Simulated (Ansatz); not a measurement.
Runs of Ansatz 0.2.0 on Hf. The cell holds a sheet with vacuum, 1 atom: a = 2.934 Å, b = 2.934 Å, c = 23.800 Å, α = 90.00°, β = 90.00°, γ = 120.00°. The cell was built by a generator and needn't be a form met in nature.

```tsv
task	level	cell	cutoff (eV)	basis error allowed	gap on the mesh (eV)	work function (eV)
relaxation of the atoms	PBE	atoms relaxed	-	0.002 eV/atom	-	4.35
single point	PBE	as given	252	0.001 eV/atom	none	-
work function	PBEsol	as given	232	0.002 eV/atom	none	(a)
work function	LDA	as given	232	0.002 eV/atom	none	4.55
projected density of states	PBE	as given	232	0.002 eV/atom	-	4.35
```

Alike in all rows: potentials or basis all-electron LAPW, scalar-relativistic; no spin polarisation; k mesh 10 × 10 × 1; smearing fermi-dirac 0.05 eV.

Q: Estimate the missing entries.

A: (a) 4.43.

Caveats: the relaxation stopped at its first step, so nothing moved (some runs); spin-orbit coupling is left out, which moves the levels of the heavy elements (some runs).

A k mesh can miss the band edges, and the runs leave out spin-orbit coupling on Hf.

A gap of «none» marks a metal or a gap under the smearing width.
